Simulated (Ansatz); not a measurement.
# How settings move the G0W0 gap of LiH (zincblende)

LiH built on the zincblende prototype, relaxed with r2SCAN; one-shot G0W0 in Ansatz without spin-orbit coupling. Values at 0 K without nuclear motion; spin polarisation is off, and the phase may be a hypothetical one.

```
Li H
1.0
     0.00000    2.14512    2.14512
     2.14512    0.00000    2.14512
     2.14512    2.14512    0.00000
Li H
1 1
Cartesian
  0.0000 0.0000 0.0000
  1.0726 1.0726 1.0726
```

Gaps are read over the mesh points alone. G0W0 values are finite-basis, finite-mesh values.
```json
{"start": "PBE", "potentials": "PAW", "frequency model": "contour deformation", "mesh": "6×6×6", "empty bands": "44", "screening cutoff (eV)": "100", "Kohn-Sham gap (eV)": "4.29", "G0W0 gap (eV)": "6.34"}
{"start": "PBE", "potentials": "PAW", "frequency model": "contour deformation", "mesh": "6×6×6", "empty bands": "108", "screening cutoff (eV)": "180", "Kohn-Sham gap (eV)": "4.29", "G0W0 gap (eV)": "6.44"}
{"start": "PBE", "potentials": "PAW", "frequency model": "contour deformation", "mesh": "6×6×6", "empty bands": "210", "screening cutoff (eV)": "260", "Kohn-Sham gap (eV)": "4.29", "G0W0 gap (eV)": "6.48"}
{"start": "HSE06", "potentials": "PAW", "frequency model": "contour deformation", "mesh": "6×6×6", "empty bands": "108", "screening cutoff (eV)": "180", "Kohn-Sham gap (eV)": "5.35", "G0W0 gap (eV)": "7.12"}
{"start": "r2SCAN", "potentials": "PAW", "frequency model": "contour deformation", "mesh": "6×6×6", "empty bands": "108", "screening cutoff (eV)": "180", "Kohn-Sham gap (eV)": "4.81", "G0W0 gap (eV)": "6.86"}
{"start": "PBE0", "potentials": "PAW", "frequency model": "contour deformation", "mesh": "6×6×6", "empty bands": "108", "screening cutoff (eV)": "180", "Kohn-Sham gap (eV)": "6.07", "G0W0 gap (eV)": "7.39"}
{"start": "PBE", "potentials": "PAW", "frequency model": "Godby-Needs pole", "mesh": "6×6×6", "empty bands": "108", "screening cutoff (eV)": "180", "Kohn-Sham gap (eV)": "4.29", "G0W0 gap (eV)": "6.45"}
{"start": "PBE", "potentials": "PAW", "frequency model": "contour deformation", "mesh": "10×10×10", "empty bands": "32", "screening cutoff (eV)": "80", "Kohn-Sham gap (eV)": "4.23", "G0W0 gap (eV)": "6.23"}
{"start": "PBE", "potentials": "norm-conserving", "frequency model": "contour deformation", "mesh": "6×6×6", "empty bands": "108", "screening cutoff (eV)": "180", "Kohn-Sham gap (eV)": "4.29", "G0W0 gap (eV)": "6.44"}
```

G0W0 moves the gap on the mesh from 4.29 eV (PBE) to 6.48 eV (k = (1/6, -1/2, -1/3) to L). Renormalisation factors Z lie between 0.71 and 0.81.

Raising bands and cutoff together moves the gap by +0.10 eV (100 to 180 eV), then +0.04 eV (180 to 260 eV); the last step is still large, so the basis limit isn't reached. Starting from HSE06 (5.35 eV against PBE's 4.29 eV) gives 7.12 eV, +0.68 eV from G0W0@PBE at the same screening cutoff. Starting from r2SCAN (4.81 eV against PBE's 4.29 eV) gives 6.86 eV, +0.42 eV from G0W0@PBE at the same screening cutoff. Starting from PBE0 (6.07 eV against PBE's 4.29 eV) gives 7.39 eV, +0.95 eV from G0W0@PBE at the same screening cutoff. The Godby-Needs plasmon pole differs from contour deformation by +0.01 eV. Norm-conserving potentials (wave cutoff 1034 eV against 420 eV) shift the quasiparticle gap by 0.00 eV and the PBE gap by 0.00 eV. r2SCAN runs take a wave cutoff of 500 eV.

Coordinates of k points refer to the reciprocal vectors of the primitive cell of the runs.
